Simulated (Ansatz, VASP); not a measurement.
Sb in VASP and in Ansatz

Contents of INCAR:

```
PREC = Accurate
ENCUT = 520
EDIFF = 1E-6
ISMEAR = 0
SIGMA = 0.1
LREAL = F
LASPH = T
NELM = 60
ALGO = Normal
ISIF = 2
LWAVE = F
LCHARG = F
GGA = PE
NBANDS = 8
```

File KPOINTS:

```
Automatic mesh
0
Gamma
  14 14 14
```

Contents of POSCAR:

```
Sb
1.0
    0.0000000000      2.3447083178      2.3447083178
    2.6582102916     -0.1000901468      2.4447984646
    2.5479000895      2.3344882625      0.0102200553
Sb
1
Direct
    0.0000000000      0.0000000000      0.0000000000
```

Input for Ansatz:

```yaml
crystal:
  lattice:
    - [0.0, 2.3447083178, 2.3447083178]
    - [2.6582102916, -0.1000901468, 2.4447984646]
    - [2.5479000895, 2.3344882625, 0.0102200553]
  atoms:
    - { symbol: Sb, position: [0.0, 0.0, 0.0] }
basis:
  ecutwfc: 420
kpoints:
  mp_grid: { grid: [14, 14, 14] }
hamiltonian:
  xc: pbe
scf:
  occupations: { method: gaussian, width: 0.1 }
output:
  forces: true
  stress: true
  eigenvalues: true
  populations: true
```

Alike in both runs: task single point; functional PBE; k mesh 14 × 14 × 14; occupations gaussian, width 0.1 eV; no spin polarisation.

```csv
,VASP,Ansatz
version,VASP 6.6.1,Ansatz 0.2.0
potentials or method,"VASP PAW PBE potentials, release 64 (Sb)","scalar-relativistic, plane waves, PAW"
plane-wave cutoff (eV),520,420
valence electrons in the cell,5,15
```

|  | VASP | Ansatz | Ansatz less VASP |
| --- | --- | --- | --- |
| gap on the k mesh at the Fermi level (eV) | none | none | - |
| pressure (GPa) | -3.7 | -3.6 | +0.12 |
| largest component of the traceless stress (GPa) | 1.03 | 1.03 | 0.000 |

A gap of «none» marks a metal or a gap that the smearing closes. The two sets of potentials don't hold the same shells in valence.

Spin-orbit coupling is left out, which matters for the levels of Sb.
